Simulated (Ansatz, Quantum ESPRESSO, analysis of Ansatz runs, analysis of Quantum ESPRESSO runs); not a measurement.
# Substitutional N in diamond: charge-transition level against experiment (Quantum ESPRESSO), part 2 of 4

Subject: substitutional N in diamond. Wanted: its charge-transition level, in one set-up (PBE, JTH 2.0 PBE, 32-site cell, PBE lattice, k: the single point 1/4 1/4 1/4 then 2x2x2 shifted, started with the impurity moved along one bond, start relaxed with Ansatz). The model is a cell of 32 host atoms with 1 C taken out and 1 N put in. The level is the Fermi energy at which two charge states have equal formation energy, after a correction for the images of the charge. Other potentials or another program check that the number doesn't hang on one set of files.

Quantum ESPRESSO 7.5; PBE, JTH 2.0 PBE, 32-site cell, PBE lattice, k: the single point 1/4 1/4 1/4 then 2x2x2 shifted, started with the impurity moved along one bond, start relaxed with Ansatz.

So far: The starting structure; Relaxation, charge +1.

## (3) Single point, charge +1

The relaxed structure is kept, and the final numbers are taken at the final level and k-points.

This step: Quantum ESPRESSO plane-wave DFT, PBE, JTH 2.0 PBE potentials; single point of a defect supercell.

The input, pw.in:

```
&CONTROL
  calculation = 'scf'
  prefix = 'pwscf'
  outdir = './tmp'
  pseudo_dir = './pseudo'
  tprnfor = .true.
  disk_io = 'low'
/
&SYSTEM
  ibrav = 0
  nat = 32
  ntyp = 2
  ecutwfc = 40
  ecutrho = 240
  nbnd = 68
  occupations = 'smearing'
  smearing = 'fd'
  degauss = 0.00073499
  tot_charge = 1
  nosym = .true.
/
&ELECTRONS
  conv_thr = 3d-08
  electron_maxstep = 100
  mixing_beta = 0.5
/
ATOMIC_SPECIES
C     12.0110 C.GGA_PBE-JTH.UPF
N     14.0070 N.GGA_PBE-JTH.UPF
CELL_PARAMETERS angstrom
  -3.5736125014    3.5736125014    3.5736125014
   3.5736125014   -3.5736125014    3.5736125014
   3.5736125014    3.5736125014   -3.5736125014
ATOMIC_POSITIONS crystal
C     -0.0015117021   -0.0011845236    0.4980231619
C     -0.0009429450    0.2482061740    0.2474155219
[... 1 atom line left out ...]
C     -0.0020836686    0.7476307810    0.7468430451
[... 2 atom lines left out ...]
C      0.2496633844    0.4988127531    0.7486383731
C      0.2496663817    0.7494277071    0.4980233697
[... 1 atom line left out ...]
C      0.4984868371    0.2499887691    0.7486365663
N      0.4984925692    0.4988191781    0.4980300389
[... 1 atom line left out ...]
C      0.7473034503   -0.0017555977    0.7468430432
C      0.7491023393    0.2499887461    0.4980221161
[... 1 atom line left out ...]
C      0.7473065655    0.7476364850   -0.0025389505
[... 6 atom lines left out ...]
C      0.2465711667    0.4988200119    0.4980315339
[... 2 atom lines left out ...]
C      0.4984957321    0.2469020283    0.4980301966
C      0.4984939174    0.4988198110    0.2461070496
[... 4 atom lines left out ...]
C      0.7504064323    0.7507339150    0.7499477487
K_POINTS automatic
2 2 2 1 1 1
```

The input, pp_potential.in:

```
&INPUTPP
  prefix = 'pwscf'
  outdir = './tmp'
  filplot = 'potential.dat'
  plot_num = 11
/
&PLOT
  nfile = 1
  filepp(1) = 'potential.dat'
  iflag = 3
  output_format = 6
  fileout = 'potential.cube'
/
```

Run with:

```console
$ OMP_NUM_THREADS=1 mpirun -n 4 pw.x -nk 2 -in pw.in > pw.out
$ OMP_NUM_THREADS=1 mpirun -n 4 pp.x -in pp_potential.in > pp_potential.out
```

Output:

```text
[banner, memory and clock lines left out]
          URL

     file C.GGA_PBE-JTH.UPF: wavefunction(s)  0S 2P 0P renormalized
     file N.GGA_PBE-JTH.UPF: wavefunction(s)  0S 0P renormalized

     bravais-lattice index     =            0
     lattice parameter (alat)  =      11.6968  a.u.
     unit-cell volume          =    1231.9100 (a.u.)^3
     number of atoms/cell      =           32
     number of atomic types    =            2
     number of electrons       =       128.00
     number of Kohn-Sham states=           68
     kinetic-energy cutoff     =      40.0000  Ry
     charge density cutoff     =     240.0000  Ry
     scf convergence threshold =      3.0E-08
     mixing beta               =       0.5000
     number of iterations used =            8  plain     mixing
     Exchange-correlation= SLA PW PBX PBC
                           (   1   4   3   4   0   0   0)

     celldm(1)=  11.696797  celldm(2)=   0.000000  celldm(3)=   0.000000
     celldm(4)=   0.000000  celldm(5)=   0.000000  celldm(6)=   0.000000

     crystal axes: (cart. coord. in units of alat)
               a(1) = (  -0.577350   0.577350   0.577350 )
               a(2) = (   0.577350  -0.577350   0.577350 )
               a(3) = (   0.577350   0.577350  -0.577350 )

     reciprocal axes: (cart. coord. in units 2 pi/alat)
               b(1) = ( -0.000000  0.866025  0.866025 )
               b(2) = (  0.866025 -0.000000  0.866025 )
               b(3) = (  0.866025  0.866025  0.000000 )

     PseudoPot. # 1 for C  read from file:
     C.GGA_PBE-JTH.UPF
     Pseudo is Projector augmented-wave + core cor, Zval =  4.0
     Generated using ATOMPAW code
     Shape of augmentation charge: SINC**2
     Using radial grid of  920 points,  4 beta functions with:
                l(1) =   0
                l(2) =   0
                l(3) =   1
                l(4) =   1
     Q(r) pseudized with 0 coefficients

     PseudoPot. # 2 for N  read from file:
     N.GGA_PBE-JTH.UPF
     Pseudo is Projector augmented-wave + core cor, Zval =  5.0
     Generated using ATOMPAW code
     Shape of augmentation charge: SINC**2
     Using radial grid of  933 points,  4 beta functions with:
                l(1) =   0
                l(2) =   0
                l(3) =   1
                l(4) =   1
     Q(r) pseudized with 0 coefficients

     atomic species   valence    mass     pseudopotential
     C                 4.00    12.01100     C ( 1.00)
     N                 5.00    14.00700     N ( 1.00)

     No symmetry found

   Cartesian axes

     site n.     atom                  positions (alat units)
         1        C      tau(   1) = (   0.2877227   0.2873449  -0.2890905  )
         2        C      tau(   2) = (   0.2866917  -0.0010009  -0.0000879  )
         3        C      tau(   3) = (   0.2877214  -0.2900031   0.2882545  )
         4        C      tau(   4) = (   0.8640379  -0.0016578  -0.0007482  )
         5        C      tau(   5) = (  -0.0006213   0.2863108  -0.0000851  )
         6        C      tau(   6) = (  -0.0006221  -0.0009995   0.2872233  )
         7        C      tau(   7) = (   0.5760730   0.2883801  -0.0000937  )
         8        C      tau(   8) = (   0.5760713  -0.0010034   0.2892933  )
         9        C      tau(   9) = (  -0.2896250   0.2873443   0.2882563  )
        10        C      tau(  10) = (   0.2887551   0.5756959  -0.0000929  )
        11        N      tau(  11) = (   0.2877263   0.2873492   0.2882604  )
[...]
28        C      tau(  28) = (   0.1432588  -0.1455700   0.7211700  )
        29        C      tau(  29) = (  -0.1451892   0.7202592   0.1437906  )
        30        C      tau(  30) = (  -0.1451620   0.4317843   0.4326952  )
        31        C      tau(  31) = (  -0.1451916   0.1428794   0.7211695  )
        32        C      tau(  32) = (   0.4331716   0.4327935   0.4337012  )

     number of k points=     4  Fermi-Dirac smearing, width (Ry)=  0.0007
                       cart. coord. in units 2pi/alat
        k(    1) = (   0.4330127   0.4330127   0.4330127), wk =   0.5000000
        k(    2) = (   0.0000000   0.0000000   0.4330127), wk =   0.5000000
        k(    3) = (   0.0000000   0.4330127   0.0000000), wk =   0.5000000
        k(    4) = (  -0.4330127   0.0000000   0.0000000), wk =   0.5000000

     Dense  grid:    77413 G-vectors     FFT dimensions: (  60,  60,  60)

     Smooth grid:    42147 G-vectors     FFT dimensions: (  48,  48,  48)

     Check: negative core charge=   -0.000056

     Initial potential from superposition of free atoms

     starting charge     128.9987, renormalised to     128.0000
     Starting wfcs are  256 randomized atomic wfcs
     Checking if some PAW data can be deallocated...

     Self-consistent Calculation

     iteration #  1     ecut=    40.00 Ry     beta= 0.50
     Davidson diagonalization with overlap
     ethr =  1.00E-02,  avg # of iterations =  2.0

     total energy              =    -600.48044255 Ry
     estimated scf accuracy    <       1.98388452 Ry

     iteration #  2     ecut=    40.00 Ry     beta= 0.50
     Davidson diagonalization with overlap
     ethr =  1.55E-03,  avg # of iterations =  2.2

     total energy              =    -600.57905241 Ry
     estimated scf accuracy    <       0.30693832 Ry

     iteration #  3     ecut=    40.00 Ry     beta= 0.50
     Davidson diagonalization with overlap
     ethr =  2.40E-04,  avg # of iterations =  6.0

     total energy              =    -600.61428490 Ry
     estimated scf accuracy    <       0.03646876 Ry

     iteration #  4     ecut=    40.00 Ry     beta= 0.50
     Davidson diagonalization with overlap
     ethr =  2.85E-05,  avg # of iterations =  6.8

     total energy              =    -600.62164499 Ry
     estimated scf accuracy    <       0.00158803 Ry

     iteration #  5     ecut=    40.00 Ry     beta= 0.50
     Davidson diagonalization with overlap
     ethr =  1.24E-06,  avg # of iterations =  4.5

     total energy              =    -600.62205140 Ry
     estimated scf accuracy    <       0.00025223 Ry

     iteration #  6     ecut=    40.00 Ry     beta= 0.50
     Davidson diagonalization with overlap
     ethr =  1.97E-07,  avg # of iterations =  2.0

     total energy              =    -600.62209545 Ry
     estimated scf accuracy    <       0.00001224 Ry

     iteration #  7     ecut=    40.00 Ry     beta= 0.50
     Davidson diagonalization with overlap
     ethr =  9.56E-09,  avg # of iterations =  3.5

     total energy              =    -600.62209808 Ry
     estimated scf accuracy    <       0.00000104 Ry

     iteration #  8     ecut=    40.00 Ry     beta= 0.50
     Davidson diagonalization with overlap
     ethr =  8.15E-10,  avg # of iterations =  3.5

     total energy              =    -600.62209837 Ry
     estimated scf accuracy    <       0.00000038 Ry

     iteration #  9     ecut=    40.00 Ry     beta= 0.50
     Davidson diagonalization with overlap
     ethr =  2.94E-10,  avg # of iterations =  2.5

     End of self-consistent calculation

          k = 0.4330 0.4330 0.4330 (  5276 PWs)   bands (ev):

    -8.1902  -6.3519  -6.3518  -6.3518  -4.1826  -2.4266  -2.4266  -2.4265
    -2.0754  -2.0754  -2.0190  -2.0190  -2.0189  -2.0169  -2.0169  -2.0168
     1.5470   2.0348   2.0349   2.0349   2.5758   2.5758   2.5759   2.5958
     2.5958   2.5959   2.6359   2.6359   5.7530   5.7530   5.7531   6.0617
     6.4593   6.4594   6.5886   6.5886   6.5886   6.5889   6.5889   6.5890
     6.6783   6.6784   6.6784   6.7812   8.0137   8.0137   8.0137   8.3457
     8.3457   8.3457   8.4808   8.4809   8.5165   8.5330   8.5330   8.5331
    11.1067  11.1067  11.1068  11.5649  11.5649  11.5884  11.5884  11.5885
    17.5439  18.7149  18.7150  18.7152

          k = 0.0000 0.0000 0.4330 (  5258 PWs)   bands (ev):

    -8.3850  -6.5990  -5.3252  -5.3251  -5.1394  -3.9949  -3.2511  -3.2401
    -3.2400  -3.0814  -1.8352  -1.2246  -1.2246  -1.0479   0.2833   0.7381
[...]
17.0588  17.9720  18.7564  19.1570

          k = 0.0000 0.4330 0.0000 (  5258 PWs)   bands (ev):

[...]
17.0588  17.9721  18.7563  19.1571

          k =-0.4330 0.0000 0.0000 (  5258 PWs)   bands (ev):

[...]
2.7814   2.9683   4.2394   4.2394   4.2684   4.4598   4.4940   5.6405
     5.7724   5.7725   6.0004   6.3710   6.5303   6.5304   6.8283   7.3268
     7.3268   7.4009   7.6909   7.6909   7.7118   7.7888   7.8804   7.8805
     7.9514   8.4971   8.6695   8.6695   8.6915   9.9565   9.9565  10.1077
    10.2950  10.3676  10.4465  10.4465  10.4935  11.4711  11.4711  11.8065
    17.0588  17.9721  18.7563  19.1570

     the Fermi energy is    12.3216 ev

!    total energy              =    -600.62209845 Ry
     total all-electron energy =      -600.622098 Ry
     estimated scf accuracy    <       0.00000001 Ry
     smearing contrib. (-TS)   =       0.00000000 Ry
     internal energy E=F+TS    =    -600.62209845 Ry

     The total energy is F=E-TS. E is the sum of the following terms:
     one-electron contribution =     130.49696879 Ry
     hartree contribution      =      32.79392373 Ry
     xc contribution           =    -145.25418613 Ry
     ewald contribution        =    -415.11375933 Ry
     one-center paw contrib.   =    -203.54504552 Ry

     convergence has been achieved in   9 iterations

     Forces acting on atoms (cartesian axes, Ry/au):

     atom    1 type  1   force =    -0.00000612   -0.00000575   -0.00003304
     atom    2 type  1   force =    -0.00092726    0.00008616    0.00007583
     atom    3 type  1   force =     0.00000143   -0.00003262    0.00001630
     atom    4 type  1   force =    -0.00085601   -0.00006263   -0.00006700
     atom    5 type  1   force =     0.00007234   -0.00089262    0.00005617
     atom    6 type  1   force =     0.00006489    0.00006991   -0.00091199
     atom    7 type  1   force =    -0.00012640    0.00089889    0.00012059
     atom    8 type  1   force =    -0.00009312    0.00009102    0.00088640
     atom    9 type  1   force =    -0.00002914   -0.00001829   -0.00000144
     atom   10 type  1   force =     0.00092190   -0.00013873    0.00012397
[...]
atom   28 type  1   force =    -0.00024894    0.00011024   -0.00013047
     atom   29 type  1   force =     0.00007892   -0.00013130   -0.00024592
     atom   30 type  1   force =     0.00022729    0.00007637    0.00010893
     atom   31 type  1   force =     0.00010933   -0.00024501   -0.00011698
     atom   32 type  1   force =     0.00065894    0.00064457    0.00069458

     Total force =     0.004008     Total SCF correction =     0.000157
```

Wall time 12 s (4 MPI ranks of Arm Neoverse V2, shared host); peak memory 0.38 GiB; 50 s of CPU time.

(Continued in part 3 of 4.)

[Logs are printed without paths, hosts, clocks, repeated set-up lines and the standing remarks that a program may print on its own settings, such as how far it seeks lower states.]

[Hosts, paths, dates, database ids (printed as entryN), source tags and the programs' standing remarks are cut or masked in the printed files.]

[For some hosts the program warned that the k-mesh of the response run may be too coarse for force constants and the static dielectric constant; such warnings are not shown here.]
